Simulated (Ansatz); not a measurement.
A 10-atom cell of SrTiO3 (I4/mcm) from a materials database was relaxed with 4 functionals in the plane-wave code Ansatz, cell and atoms free, the symmetry of the start kept (meshes: PBE 6×6×6, r2SCAN 6×6×6, PBEsol 6×6×6, LDA 6×6×6). Calculated for a static, non-magnetic cell.

The PBEsol result:
```cif
data_structure
_symmetry_space_group_name_H-M 'I4/mcm'
_symmetry_Int_Tables_number 140
_cell_length_a 5.4874
_cell_length_b 5.4874
_cell_length_c 7.8086
_cell_angle_alpha 90.000
_cell_angle_beta 90.000
_cell_angle_gamma 90.000
_cell_volume 235.13
loop_
_atom_site_label
_atom_site_type_symbol
_atom_site_symmetry_multiplicity
_atom_site_Wyckoff_symbol
_atom_site_fract_x
_atom_site_fract_y
_atom_site_fract_z
_atom_site_occupancy
Sr1 Sr 4 b 0.00000 0.50000 0.25000 1
Ti1 Ti 4 c 0.00000 0.00000 0.00000 1
O1 O 8 h 0.27460 0.77460 0.00000 1
O2 O 4 a 0.50000 0.50000 0.25000 1
```

Space group I4/mcm (No. 140), tetragonal; a = 5.487 Å, c = 7.809 Å in the conventional setting, 11.76 Å³ an atom. Sr is surrounded by 12 O at 2.62–2.89 Å; Ti is surrounded by 6 O at 1.95 Å; O is surrounded by 2 Ti at 1.95 Å and 4 Sr at 2.62–2.89 Å; O is surrounded by 2 Ti at 1.95 Å and 4 Sr at 2.74 Å.

Q: Order the functionals by the relaxed volume, smallest first.
A. PBEsol
B. PBE
C. r2SCAN
D. LDA

A: D (11.42 Å³/atom), A (11.76 Å³/atom), C (11.92 Å³/atom), B (12.18 Å³/atom).

Q: How does the cell change with LDA?

A: a = 5.431 Å, c = 7.742 Å; the volume differs by -2.9 % from PBEsol's. Sr is surrounded by 12 O at 2.58–2.88 Å; Ti is surrounded by 6 O at 1.93–1.94 Å; O is surrounded by 2 Ti at 1.93 Å and 4 Sr at 2.58–2.88 Å (further sites aren't listed).

Q: What lattice does PBE give?

A: a = 5.555 Å, c = 7.893 Å; the volume differs by +3.6 % from PBEsol's. Sr is surrounded by 12 O at 2.67–2.91 Å; Ti is surrounded by 6 O at 1.97 Å; O is surrounded by 2 Ti at 1.97 Å and 4 Sr at 2.67–2.91 Å (further sites aren't listed).

Q: Held at the r2SCAN cell, what mean stress do LDA and PBE find, and does its sign point to their own minimum?

A: Yes. LDA -7.56 GPa, and its relaxed volume is -4.2 % from r2SCAN's; PBE +4.04 GPa, and its relaxed volume is +2.2 % from r2SCAN's. Compression counts positive, so a positive stress asks for a larger cell.
